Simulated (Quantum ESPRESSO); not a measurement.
A calculation with Quantum ESPRESSO 7.5 of CoSi2 (native input, structure typed inline):

The input pw.in:

```
&CONTROL
  calculation = 'scf'
  prefix = 'pwscf'
  outdir = './tmp'
  pseudo_dir = './pseudo'
  tprnfor = .true.
  tstress = .true.
  disk_io = 'low'
/
&SYSTEM
  ibrav = 0
  nat = 3
  ntyp = 2
  ecutwfc = 56
  ecutrho = 448
  nbnd = 22
  occupations = 'smearing'
  smearing = 'fd'
  degauss = 0.00367493
  nspin = 2
  starting_magnetization(1) = 0.1176
  starting_magnetization(2) = 0
/
&ELECTRONS
  conv_thr = 6d-10
  electron_maxstep = 120
  mixing_beta = 0.3
/
ATOMIC_SPECIES
Co    58.9332 co_pbesol_v1.2.uspp.F.UPF
Si    28.0850 si_pbesol_v1.uspp.F.UPF
CELL_PARAMETERS angstrom
   0.0000000000    2.6780000000    2.6780000000
   2.6780000000    0.0000000000    2.6780000000
   2.6780000000    2.6780000000    0.0000000000
ATOMIC_POSITIONS crystal
Co     0.0000000000    0.0000000000    0.0000000000
Si     0.7500000000    0.7500000000    0.7500000000
Si     0.2500000000    0.2500000000    0.2500000000
K_POINTS automatic
9 9 9 0 0 0
```

Contents of pp_density.in:

```
&INPUTPP
  prefix = 'pwscf'
  outdir = './tmp'
  filplot = 'density.dat'
  plot_num = 0
/
&PLOT
  nfile = 1
  filepp(1) = 'density.dat'
  iflag = 3
  output_format = 6
  fileout = 'density.cube'
/
```

pp_potential.in

```
&INPUTPP
  prefix = 'pwscf'
  outdir = './tmp'
  filplot = 'potential.dat'
  plot_num = 11
/
&PLOT
  nfile = 1
  filepp(1) = 'potential.dat'
  iflag = 3
  output_format = 6
  fileout = 'potential.cube'
/
```

pp_spin.in

```
&INPUTPP
  prefix = 'pwscf'
  outdir = './tmp'
  filplot = 'spin.dat'
  plot_num = 6
/
&PLOT
  nfile = 1
  filepp(1) = 'spin.dat'
  iflag = 3
  output_format = 6
  fileout = 'spin.cube'
/
```

Potentials or basis: GBRV 1.5 PBEsol.

Run with:

```console
$ OMP_NUM_THREADS=1 mpirun -n 2 pw.x -nk 2 -in pw.in > pw.out
$ OMP_NUM_THREADS=1 mpirun -n 1 pp.x -in pp_density.in > pp_density.out
$ OMP_NUM_THREADS=1 mpirun -n 1 pp.x -in pp_potential.in > pp_potential.out
$ OMP_NUM_THREADS=1 mpirun -n 1 pp.x -in pp_spin.in > pp_spin.out
```

Question: Write the same calculation in another form: ASE script, structure from a P1 CIF.

Answer: As run:

File run.py:

```python
import numpy as np
from ase.calculators.espresso import Espresso, EspressoProfile
from ase.io import read

atoms = read('CoSi2.cif')
atoms.set_initial_magnetic_moments([2.0, 0.0, 0.0])

input_data = {
    'control': {'calculation': 'scf', 'prefix': 'pwscf', 'outdir': './tmp', 'tprnfor': True, 'tstress': True, 'disk_io': 'nowf'},
    'system': {'ecutwfc': 56.0, 'ecutrho': 448.0, 'nbnd': 22, 'occupations': 'smearing', 'smearing': 'fd', 'degauss': 0.00367493, 'nspin': 2},
    'electrons': {'conv_thr': 6e-10, 'electron_maxstep': 120, 'mixing_beta': 0.3},
}
pseudopotentials = {'Si': 'si_pbesol_v1.uspp.F.UPF', 'Co': 'co_pbesol_v1.2.uspp.F.UPF'}
profile = EspressoProfile(command='mpirun -n 2 pw.x -nk 2', pseudo_dir='pseudo')
dft = Espresso(profile=profile, input_data=input_data, pseudopotentials=pseudopotentials, kpts=(9, 9, 9), koffset=(0, 0, 0))
atoms.calc = dft

print(f'energy {atoms.get_potential_energy():.8f} eV')
print('forces (eV/A)')
print(np.round(atoms.get_forces(), 6))
print('stress (eV/A^3, Voigt)')
print(np.round(atoms.get_stress(), 8))
print(f'Fermi level {dft.get_fermi_level():.4f} eV')
```

Contents of CoSi2.cif:

```cif
data_CoSi2
_cell_length_a 3.78726392
_cell_length_b 3.78726392
_cell_length_c 3.78726392
_cell_angle_alpha 60.00000000
_cell_angle_beta 60.00000000
_cell_angle_gamma 60.00000000
_space_group_name_H-M_alt 'P1'
_space_group_name_Hall 'P 1'
_space_group_IT_number 1
loop_
_space_group_symop_operation_xyz
'x,y,z'
loop_
_atom_site_label
_atom_site_type_symbol
_atom_site_symmetry_multiplicity
_atom_site_Wyckoff_symbol
_atom_site_fract_x
_atom_site_fract_y
_atom_site_fract_z
_atom_site_occupancy
Co1 Co 1 a 0.0000000000 0.0000000000 0.0000000000 1
Si1 Si 1 a 0.7500000000 0.7500000000 0.7500000000 1
Si2 Si 1 a 0.2500000000 0.2500000000 0.2500000000 1
```

Potentials or basis: GBRV 1.5 PBEsol.

Run with:

```bash
$ OMP_NUM_THREADS=1 python run.py
```

Both were run:

|  | native input, structure typed inline | ASE script, structure from a P1 CIF |
| --- | --- | --- |
| Pressure | -4.6 GPa | -4.6 GPa |
| Band gap on the k mesh | none (metal or under the smearing width) | none (metal or under the smearing width) |
| Net moment | 0.00 μB per cell | 0.00 μB per cell |
| Absolute moment | 0.00 μB per cell | 0.00 μB per cell |
| Valence electrons inside the program's atomic spheres | Co 15.50; Si 1.73 | Co 15.50; Si 1.73 |

Keys that steer only the numerical path or the files written may differ.

Caveat: the starting moments collapsed, and a magnetic state may lie lower.
